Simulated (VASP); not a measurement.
Wanted: the native input for a VASP 6.6.1 run.

| Quantity | Value |
| --- | --- |
| Task | relaxation of cell and atoms |
| Functional | rev-vdW-DF2 |
| Potentials or basis | VASP PAW PBE potentials, release 64 (Ge_d) |
| Cutoff | 600 eV |
| k mesh | 10 × 10 × 10 |
| Occupations | gaussian, width 0.03 eV |
| Spin | no spin polarisation |
| Further INCAR settings | ALGO = Normal; EDIFF = 1e-07; IBRION = 2; EDIFFG = -0.005; NSW = 90; ISIF = 3 |

The structure of Ge lies in POSCAR:

```
Ge                                      
1.0
    0.0000000000      2.8613593639      2.8613593639
    2.8613593639      0.0000000000      2.8613593639
    2.8613593639      2.8613593639      0.0000000000
  Ge            
     2
Direct
     0.0000000000000000    0.0000000000000000    0.0000000000000000
     0.2500000000000000    0.2500000000000000    0.2500000000000000
```

The input as run:

INCAR

```
SYSTEM = Ge
PREC = Accurate ; ENCUT = 600
EDIFF = 1E-7 ; ISMEAR = 0
SIGMA = 0.03 ; LREAL = .False.
LASPH = .True. ; NELM = 80
ALGO = Normal ; ISIF = 3
LWAVE = .False. ; LCHARG = .False.
GGA = MK ; LUSE_VDW = .True.
AGGAC = 0.0 ; PARAM1 = 0.1234
PARAM2 = 0.711357 ; ZAB_VDW = -1.8867
IBRION = 2 ; NSW = 90
EDIFFG = -0.005
```

KPOINTS

```
Automatic mesh
0
Gamma
  10 10 10
  0 0 0
```

Potentials or basis: VASP PAW PBE potentials, release 64 (Ge_d).

Command:

```bash
$ cat potpaw_PBE.64/Ge_d/POTCAR > POTCAR
$ mpirun -np 1 vasp_std > vasp.out
```

Results of the run:

The relaxed volume is 23.44 Å³/atom, the relaxed cell is a = 4.048 Å, b = 4.048 Å, c = 4.048 Å, α = 60.00°, β = 60.00°, γ = 60.00° and the space group after relaxing (to 0.05 Å) is Fd-3m (No. 227). The energy gained by relaxing is 0.0 meV/atom and the ionic steps are 3. The pressure after relaxing is 0.0 GPa and the band gap on the k mesh is none (metal or under the smearing width).

Caveat: the PAW data sets were made with another functional, which shifts forces and pressure a little; this crystal is a semiconductor, whose small gap the functional closes, so the metal is an error of the method.

It took 88 s on 1 thread of AMD EPYC 9R45 96-Core Processor (Zen 5), on a shared host, peak memory 0.38 GiB.
